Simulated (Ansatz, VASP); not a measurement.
## One calculation of PtSe2 (Sudovikovite), two programs

Contents of INCAR:

```
PREC = Accurate ; ENCUT = 520
EDIFF = 1E-6 ; ISMEAR = -1
SIGMA = 0.05 ; LREAL = F
LASPH = T ; NELM = 100
ALGO = Normal ; ISIF = 2
LWAVE = F ; LCHARG = T
GGA = RP ; LELF = T
LVHAR = T ; NBANDS = 18
```

KPOINTS

```
regular mesh
0
Gamma
  8 8 5
```

POSCAR

```
PtSe2
1.0
    3.7970381507      0.0000000000      0.0000000000
   -1.8985190754      3.2883314977      0.0000000000
    0.0000000000      0.0000000000      5.1612801071
Pt Se
1 2
Direct
    0.0000000000      0.0000000000      0.0000000000
    0.6666666667      0.3333333333      0.7500000000
    0.3333333333      0.6666666667      0.2500000000
```

The input input.yaml:

```yaml
crystal:
  lattice:
    - [3.7970381507, 0.0, 0.0]
    - [-1.8985190754, 3.2883314977, 0.0]
    - [0.0, 0.0, 5.1612801071]
  atoms:
    - { symbol: Pt, position: [0.0, 0.0, 0.0] }
    - { symbol: Se, position: [0.6666666667, 0.3333333333, 0.75] }
    - { symbol: Se, position: [0.3333333333, 0.6666666667, 0.25] }
hamiltonian:
  xc: rpbe
  pseudopotentials: { kind: paw }
kpoints:
  mp_grid: { grid: [8, 8, 5] }
scf:
  occupations: { method: fermi_dirac, width: 0.05 }
output:
  forces: true
  stress: true
  eigenvalues: true
  write_density: true
  write_potential: true
  elf: true
  volumetric_format: npy
```

Alike in both runs: task single point; functional RPBE; k mesh 8 × 8 × 5; occupations fermi-dirac, width 0.05 eV; no spin polarisation.

|  | VASP | Ansatz |
| --- | --- | --- |
| version | VASP 6.6.1 | Ansatz 0.2.0 |
| potentials or method | VASP PAW PBE potentials, release 64 (Pt, Se) | Ansatz PAW |
| plane-wave cutoff (eV) | 520 | 420 |
| valence electrons in the cell | 22 | 50 |

|  | VASP | Ansatz | Ansatz less VASP |
| --- | --- | --- | --- |
| gap on the k mesh at the Fermi level (eV) | none | none | - |
| pressure (GPa) | 2.2 | 2.2 | +0.07 |
| largest component of the traceless stress (GPa) | 0.52 | 0.52 | -0.004 |
| rms of the force components (eV/Å) | 0.020 | 0.020 | 0.0000 |

Atom by atom the forces differ by 0.000 eV/Å (rms over components). A gap of «none» marks a metal or a gap that the smearing closes. The two sets of potentials don't hold the same shells in valence.

Caveats: the PAW data sets were made with another functional, which shifts forces and pressure a little (VASP); the PAW data sets come from PBE, with cores solved anew for the run's functional, which leaves a small shift of forces and pressure (Ansatz). Spin-orbit coupling is left out, which matters for the levels of Pt.
